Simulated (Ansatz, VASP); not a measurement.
## One calculation of SnSe, two programs

```
Sn Se
1.0
     3.66536    0.00000    0.00000
     0.00000    3.66536    0.00000
     0.00000    0.00000    3.66536
Sn Se
1 1
Direct
  0.00000 0.00000 0.00000
  0.50000 0.50000 0.50000
```

The cell was built by a generator and needn't be a form met in nature.

Alike in both runs: task single point; functional PBEsol; k mesh 6 × 6 × 6; occupations fermi-dirac, width 0.02 eV; no spin polarisation.

|  | VASP | Ansatz |
| --- | --- | --- |
| version | VASP 6.6.1 | Ansatz 0.2.0 |
| potentials or method | VASP PAW PBE potentials, release 64 (Sn_d, Se) | plane waves, PAW |
| plane-wave cutoff (eV) | 520 | 420 |
| valence electrons in the cell | 20 | 30 |

```csv
,VASP,Ansatz,Ansatz less VASP
pressure (GPa),-2.4,-2.5,-0.04
```

The two sets of potentials don't hold the same shells in valence.

Caveats: the PAW data sets were made with another functional, which shifts forces and pressure a little (VASP).
